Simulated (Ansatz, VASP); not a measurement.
## Two plane-wave programs on HfO2

```
CELL_PARAMETERS angstrom
0.00000 2.55750 2.55750
2.17387 0.00000 2.55750
2.17387 2.55750 0.00000
ATOMIC_POSITIONS crystal
Hf 0.00000 0.00000 0.00000
O 0.25000 0.25000 0.25000
O 0.75000 0.75000 0.75000
```

Change from the starting cell: strain -0.1500 x Voigt [1, 0, 0, 0, 0, 0], atoms carried along.

Alike in both runs: task single point; functional PBE; k mesh 8 × 8 × 8; occupations gaussian, width 0.05 eV; no spin polarisation.

|  | VASP | Ansatz |
| --- | --- | --- |
| version | VASP 6.6.1 | Ansatz 0.2.0 |
| potentials or method | VASP PAW PBE potentials, release 64 (Hf_pv, O) | scalar-relativistic, plane waves, PAW |
| plane-wave cutoff (eV) | 520 | 420 |
| valence electrons in the cell | 22 | 38 |

```csv
,VASP,Ansatz,Ansatz less VASP
gap on the k mesh at the Fermi level (eV),1.31,1.31,+0.005
least direct gap on the mesh (eV),1.75,1.75,+0.005
pressure (GPa),48.2,53.2,+4.94
largest component of the traceless stress (GPa),62.93,61.80,-1.135
```

The two sets of potentials don't hold the same shells in valence.

Caveats: so large a pressure means that the cell lies far from this level's equilibrium, or that cutoff or potentials fall short (VASP); spin-orbit coupling is left out, which moves the levels of the heavy elements. A k mesh can miss the band edges.
